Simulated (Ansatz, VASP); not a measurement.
**BiTe: VASP beside Ansatz**

```
Bi Te
1.0
     0.00000    3.16896    3.16896
     3.16896    0.00000    3.16896
     3.16896    3.16896    0.00000
Bi Te
1 1
Direct
  0.00000 0.00000 0.00000
  0.50000 0.50000 0.50000
```

Change from the starting cell: volume scaled by 0.94.

Alike in both runs: task single point; functional PBE; k mesh 7 × 7 × 7; occupations fermi-dirac, width 0.05 eV; no spin polarisation.

|  | VASP | Ansatz |
| --- | --- | --- |
| version | VASP 6.6.1 | Ansatz 0.2.0 |
| potentials or method | VASP PAW PBE potentials, release 64 (Bi_d, Te) | Ansatz PAW |
| plane-wave cutoff (eV) | 520 | 420 |
| valence electrons in the cell | 21 | 31 |

```csv
,VASP,Ansatz,Ansatz less VASP
gap on the k mesh at the Fermi level (eV),none,none,-
pressure (GPa),4.5,4.5,+0.05
```

A gap of «none» marks a metal or a gap that the smearing closes. The two sets of potentials don't hold the same shells in valence.

Caveats: spin-orbit coupling is left out, which moves the levels of the heavy elements.
